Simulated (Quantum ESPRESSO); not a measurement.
# Sn (Immm) in Quantum ESPRESSO: a series of runs

The runs below take Sn through single point, equation of state, with r2SCAN.

Everything below comes from runs of Quantum ESPRESSO 7.5. Logs are shortened: lines on timing, memory, paths and dates and some standing lists are left out, and cuts for length are marked.

## Step 1: The structure

The structure is orthorhombic, space group Immm (No. 71). Conventional cell: a = 3.453 Å, b = 3.551 Å, c = 4.677 Å, α = 90.00°, β = 90.00°, γ = 90.00°. Around Sn (site symmetry mmm) lie 12 Sn at 3.41 to 3.55 Å.

This isn't the form of Sn at room conditions, which is tetragonal (white tin).

## Step 2: Single point, r2SCAN, 26.95 Å³/atom

pw.in reads:

```
&CONTROL
  calculation = 'scf'
  prefix = 'pwscf'
  outdir = './tmp'
  pseudo_dir = './pseudo'
  tprnfor = .true.
  tstress = .true.
  disk_io = 'nowf'
/
&SYSTEM
  ibrav = 0
  nat = 1
  ntyp = 1
  ecutwfc = 70
  nbnd = 13
  input_dft = 'r2scan'
  occupations = 'smearing'
  smearing = 'fd'
  degauss = 0.00367493
  nosym = .true.
  nr1 = 36
  nr2 = 36
  nr3 = 36
/
&ELECTRONS
  conv_thr = 1d-08
  electron_maxstep = 120
  mixing_beta = 0.5
/
ATOMIC_SPECIES
Sn   118.7100 Sn_ONCV_PBE-1.2.upf
CELL_PARAMETERS angstrom
  -1.6912936206    1.7393011766    2.2906073406
   1.6912936206   -1.7393011766    2.2906073406
   1.6912936206    1.7393011766   -2.2906073406
ATOMIC_POSITIONS crystal
Sn     0.0000000000    0.0000000000    0.0000000000
K_POINTS automatic
9 9 9 0 0 0
```

Potentials or basis: SG15 PBE 1.2.

Command:

```bash
OMP_NUM_THREADS=1 mpirun -n 2 pw.x -nk 2 -in pw.in > pw.out
```

pw.out:

```text
This program is part of the open-source Quantum ESPRESSO suite
     for quantum simulation of materials; please cite
         "P. Giannozzi et al., J. Phys.:Condens. Matter 21 395502 (2009);
         "P. Giannozzi et al., J. Phys.:Condens. Matter 29 465901 (2017);
         "P. Giannozzi et al., J. Chem. Phys. 152 154105 (2020);
     in publications or presentations arising from this work. More details at

     IMPORTANT: XC functional enforced from input :
     Exchange-correlation= R2SCAN
                           (   0   0   0   0   0 497 498)
     Any further DFT definition will be discarded
     Please, verify this is what you really want

     K-points division:     npool     =       2
     Subspace diagonalization in iterative solution of the eigenvalue problem:
     a serial algorithm will be used

     G-vector sticks info
     --------------------
     sticks:   dense  smooth     PW     G-vecs:    dense   smooth      PW
     Sum         883     883    303                14347    14347    2851

     Using Slab Decomposition

     bravais-lattice index     =            0
     lattice parameter (alat)  =       6.3052  a.u.
     unit-cell volume          =     181.8867 (a.u.)^3
     number of atoms/cell      =            1
     number of atomic types    =            1
     number of electrons       =        14.00
     number of Kohn-Sham states=           13
     kinetic-energy cutoff     =      70.0000  Ry
     charge density cutoff     =     280.0000  Ry
     scf convergence threshold =      1.0E-08
     mixing beta               =       0.5000
     number of iterations used =            8  plain     mixing
     Exchange-correlation= R2SCAN
                           (   0   0   0   0   0 497 498)

     celldm(1)=   6.305154  celldm(2)=   0.000000  celldm(3)=   0.000000
     celldm(4)=   0.000000  celldm(5)=   0.000000  celldm(6)=   0.000000

     crystal axes: (cart. coord. in units of alat)
               a(1) = (  -0.506900   0.521288   0.686521 )
               a(2) = (   0.506900  -0.521288   0.686521 )
               a(3) = (   0.506900   0.521288  -0.686521 )

     reciprocal axes: (cart. coord. in units 2 pi/alat)
               b(1) = (  0.000000  0.959162  0.728310 )
               b(2) = (  0.986388  0.000000  0.728310 )
               b(3) = (  0.986388  0.959162  0.000000 )

     PseudoPot. # 1 for Sn read from file:
     Sn_ONCV_PBE-1.2.upf
     Pseudo is Norm-conserving, Zval = 14.0
     Generated using ONCVPSP code by D. R. Hamann
     Using radial grid of  602 points,  6 beta functions with:
                l(1) =   0
                l(2) =   0
                l(3) =   1
                l(4) =   1
                l(5) =   2
                l(6) =   2

     atomic species   valence    mass     pseudopotential
     Sn               14.00   118.71000     Sn( 1.00)

     No symmetry found

   Cartesian axes

     site n.     atom                  positions (alat units)
         1        Sn     tau(   1) = (   0.0000000   0.0000000   0.0000000  )

     number of k points=   365  Fermi-Dirac smearing, width (Ry)=  0.0037

     Number of k-points >= 100: set verbosity='high' to print them.

     Dense  grid:    14347 G-vectors     FFT dimensions: (  36,  36,  36)

     WARNING: libxc functional with ID  497 depends
      on external parameters: check the user_guide of
      QE if you need to modify them or to check their
      default values.

     WARNING: libxc functional with ID  498 depends
      on external parameters: check the user_guide of
      QE if you need to modify them or to check their
      default values.

     Initial potential from superposition of free atoms

     starting charge      13.9134, renormalised to      14.0000
     Starting wfcs are random

     Self-consistent Calculation

     iteration #  1     ecut=    70.00 Ry     beta= 0.50
     Davidson diagonalization with overlap
     ethr =  1.00E-02,  avg # of iterations =  8.3

     total energy              =    -119.81406354 Ry
     estimated scf accuracy    <      13.92035624 Ry

     iteration #  2     ecut=    70.00 Ry     beta= 0.50
     Davidson diagonalization with overlap
     ethr =  1.00E-02,  avg # of iterations =  1.0

     total energy              =    -119.90398176 Ry
     estimated scf accuracy    <       4.23512037 Ry

     iteration #  3     ecut=    70.00 Ry     beta= 0.50
     Davidson diagonalization with overlap
     ethr =  1.00E-02,  avg # of iterations =  1.0

     total energy              =    -119.90771856 Ry
     estimated scf accuracy    <       0.03778479 Ry

     iteration #  4     ecut=    70.00 Ry     beta= 0.50
     Davidson diagonalization with overlap
     ethr =  2.70E-04,  avg # of iterations =  2.0

     total energy              =    -119.90783398 Ry
     estimated scf accuracy    <       0.00022988 Ry

     iteration #  5     ecut=    70.00 Ry     beta= 0.50
     Davidson diagonalization with overlap
     ethr =  1.64E-06,  avg # of iterations =  6.1

     total energy              =    -119.90785503 Ry
     estimated scf accuracy    <       0.00003565 Ry

     iteration #  6     ecut=    70.00 Ry     beta= 0.50
     Davidson diagonalization with overlap
     ethr =  2.55E-07,  avg # of iterations =  1.0

     total energy              =    -119.90785596 Ry
     estimated scf accuracy    <       0.00000029 Ry

     iteration #  7     ecut=    70.00 Ry     beta= 0.50
     Davidson diagonalization with overlap
     ethr =  2.05E-09,  avg # of iterations =  2.0

     total energy              =    -119.90785608 Ry
     estimated scf accuracy    <       0.00000009 Ry

     iteration #  8     ecut=    70.00 Ry     beta= 0.50
     Davidson diagonalization with overlap
     ethr =  6.37E-10,  avg # of iterations =  1.0

     End of self-consistent calculation

     Number of k-points >= 100: set verbosity='high' to print the bands.

     the Fermi energy is    12.7907 ev

!    total energy              =    -119.90785608 Ry
     estimated scf accuracy    <          3.2E-09 Ry
     smearing contrib. (-TS)   =      -0.00022744 Ry
     internal energy E=F+TS    =    -119.90762864 Ry

     The total energy is F=E-TS. E is the sum of the following terms:
     one-electron contribution =     -27.36286001 Ry
     hartree contribution      =      21.35344086 Ry
     xc contribution           =     -13.99395302 Ry
     ewald contribution        =     -99.90425648 Ry

     convergence has been achieved in   8 iterations

     Forces acting on atoms (cartesian axes, Ry/au):

     atom    1 type  1   force =     0.00000000    0.00000000    0.00000000

     Total force =     0.000000     Total SCF correction =     0.000003

     Computing stress (Cartesian axis) and pressure

          total   stress  (Ry/bohr**3)                   (kbar)     P=       -0.90
  -0.00002195  -0.00000000   0.00000000           -3.23       -0.00        0.00
  -0.00000000  -0.00008579   0.00000000           -0.00      -12.62        0.00
   0.00000000   0.00000000   0.00008946            0.00        0.00       13.16

=------------------------------------------------------------------------------=
   JOB DONE.
=------------------------------------------------------------------------------=
```

Run time: 3.7 min. Hardware: 2 MPI ranks of Arm Neoverse V1, shared host; peak memory 0.24 GiB.

Results:

* Free energy: -1631.4295 eV
* Pressure: -0.1 GPa
* Band gap on the k mesh: none (metal or under the smearing width)

Caveat: the potentials were made for another functional, which shifts forces and pressure.

## Step 3: Single point, r2SCAN, 27.53 Å³/atom

Edit pw.in of step 2 so:

```diff
@@ -32,5 +32,5 @@
 CELL_PARAMETERS angstrom
-  -1.6912936206    1.7393011766    2.2906073406
-   1.6912936206   -1.7393011766    2.2906073406
-   1.6912936206    1.7393011766   -2.2906073406
+  -1.7032045314    1.7515501800    2.3067389097
+   1.7032045314   -1.7515501800    2.3067389097
+   1.7032045314    1.7515501800   -2.3067389097
 ATOMIC_POSITIONS crystal
```

Potentials or basis: SG15 PBE 1.2.

Command:

```bash
OMP_NUM_THREADS=1 mpirun -n 2 pw.x -nk 2 -in pw.in > pw.out
```

It took 3.9 min on 2 MPI ranks of Arm Neoverse V1, shared host; peak memory 0.24 GiB.

Results (log left out):

| Item | Value |
| --- | --- |
| Free energy | -1631.4274 eV |
| Pressure | -1.2 GPa |
| Band gap on the k mesh | none (metal or under the smearing width) |

Caveat: the potentials were made for another functional, which shifts forces and pressure.

## Step 4: Single point, r2SCAN, 28.10 Å³/atom

Edit pw.in of step 3 so:

```diff
@@ -32,5 +32,5 @@
 CELL_PARAMETERS angstrom
-  -1.7032045314    1.7515501800    2.3067389097
-   1.7032045314   -1.7515501800    2.3067389097
-   1.7032045314    1.7515501800   -2.3067389097
+  -1.7149511408    1.7636302181    2.3226479567
+   1.7149511408   -1.7636302181    2.3226479567
+   1.7149511408    1.7636302181   -2.3226479567
 ATOMIC_POSITIONS crystal
```

Command:

```bash
OMP_NUM_THREADS=1 mpirun -n 2 pw.x -nk 2 -in pw.in > pw.out
```

Wall time 3.9 min (2 MPI ranks of Arm Neoverse V1, shared host); peak memory 0.24 GiB.

The run converged. Its results:

```
Free energy            : -1631.4216 eV
Pressure               : -2.1 GPa
Band gap on the k mesh : none (metal or under the smearing width)
```

Caveat: the potentials were made for another functional, which shifts forces and pressure.

## Step 5: Single point, r2SCAN, 28.67 Å³/atom

Edit pw.in of step 4 so:

```diff
@@ -32,5 +32,5 @@
 CELL_PARAMETERS angstrom
-  -1.7149511408    1.7636302181    2.3226479567
-   1.7149511408   -1.7636302181    2.3226479567
-   1.7149511408    1.7636302181   -2.3226479567
+  -1.7265390000    1.7755470000    2.3383420000
+   1.7265390000   -1.7755470000    2.3383420000
+   1.7265390000    1.7755470000   -2.3383420000
 ATOMIC_POSITIONS crystal
```

Command:

```bash
OMP_NUM_THREADS=1 mpirun -n 2 pw.x -nk 2 -in pw.in > pw.out
```

It took 3.8 min on 2 MPI ranks of Arm Neoverse V1, shared host; peak memory 0.24 GiB.

The run converged. Its results:

```yaml
Free_energy: -1631.4126 eV
Pressure: -3.0 GPa
Band_gap_on_the_k_mesh: none (metal or under the smearing width)
```

Caveat: the potentials were made for another functional, which shifts forces and pressure.

## Step 6: Single point, r2SCAN, 29.25 Å³/atom

Edit pw.in of step 5 so:

```diff
@@ -32,5 +32,5 @@
 CELL_PARAMETERS angstrom
-  -1.7265390000    1.7755470000    2.3383420000
-   1.7265390000   -1.7755470000    2.3383420000
-   1.7265390000    1.7755470000   -2.3383420000
+  -1.7379733663    1.7873059321    2.3538281599
+   1.7379733663   -1.7873059321    2.3538281599
+   1.7379733663    1.7873059321   -2.3538281599
 ATOMIC_POSITIONS crystal
```

Potentials or basis: SG15 PBE 1.2.

Command:

```bash
OMP_NUM_THREADS=1 mpirun -n 2 pw.x -nk 2 -in pw.in > pw.out
```

Wall time 3.9 min (2 MPI ranks of Arm Neoverse V1, shared host); peak memory 0.24 GiB.

It converged, with:

```yaml
Free_energy: -1631.4006 eV
Pressure: -3.7 GPa
Band_gap_on_the_k_mesh: none (metal or under the smearing width)
```

Caveat: the potentials were made for another functional, which shifts forces and pressure.

## Step 7: Single point, r2SCAN, 29.82 Å³/atom

Edit pw.in of step 6 so:

```diff
@@ -32,5 +32,5 @@
 CELL_PARAMETERS angstrom
-  -1.7379733663    1.7873059321    2.3538281599
-   1.7379733663   -1.7873059321    2.3538281599
-   1.7379733663    1.7873059321   -2.3538281599
+  -1.7492592239    1.7989121400    2.3691131866
+   1.7492592239   -1.7989121400    2.3691131866
+   1.7492592239    1.7989121400   -2.3691131866
 ATOMIC_POSITIONS crystal
```

Command:

```bash
OMP_NUM_THREADS=1 mpirun -n 2 pw.x -nk 2 -in pw.in > pw.out
```

Run time: 4.1 min. Hardware: 2 MPI ranks of Arm Neoverse V1, shared host; peak memory 0.24 GiB.

The run converged. Its results:

```yaml
Free_energy: -1631.3861 eV
Pressure: -4.4 GPa
Band_gap_on_the_k_mesh: none (metal or under the smearing width)
```

Caveat: the potentials were made for another functional, which shifts forces and pressure.

## Step 8: Single point, r2SCAN, 30.39 Å³/atom

Edit pw.in of step 7 so:

```diff
@@ -32,5 +32,5 @@
 CELL_PARAMETERS angstrom
-  -1.7492592239    1.7989121400    2.3691131866
-   1.7492592239   -1.7989121400    2.3691131866
-   1.7492592239    1.7989121400   -2.3691131866
+  -1.7604013028    1.8103704880    2.3842034864
+   1.7604013028   -1.8103704880    2.3842034864
+   1.7604013028    1.8103704880   -2.3842034864
 ATOMIC_POSITIONS crystal
```

Command:

```bash
OMP_NUM_THREADS=1 mpirun -n 2 pw.x -nk 2 -in pw.in > pw.out
```

Run time: 4.1 min. Hardware: 2 MPI ranks of Arm Neoverse V1, shared host; peak memory 0.26 GiB.

The run converged. Its results:

| Quantity | Value |
| --- | --- |
| Free energy | -1631.3693 eV |
| Pressure | -5.0 GPa |
| Band gap on the k mesh | none (metal or under the smearing width) |

Caveat: the potentials were made for another functional, which shifts forces and pressure.

## Step 9: Equation of state, r2SCAN

Potentials or basis: SG15 PBE 1.2.

This step only gathers the single runs of the series.

Results:

* Equilibrium volume: 26.93 Å³/atom (rough: see the caveat)
* Bulk modulus at fixed shape and positions: 54 GPa (rough)

Energy against volume, from the lowest point:
| volume (Å³/atom) | energy (meV/atom) |
| --- | --- |
| 26.953 | 0.00 |
| 27.526 | 2.14 |
| 28.100 | 7.91 |
| 28.673 | 16.93 |
| 29.247 | 28.85 |
| 29.820 | 43.35 |
| 30.394 | 60.15 |

Caveat: the potentials were made for another functional, which shifts forces and pressure; the minimum lies outside the volumes run; the cell was scaled at fixed shape and fractional positions, which overstates the stiffness of a crystal with free parameters, most of all of layers and chains.
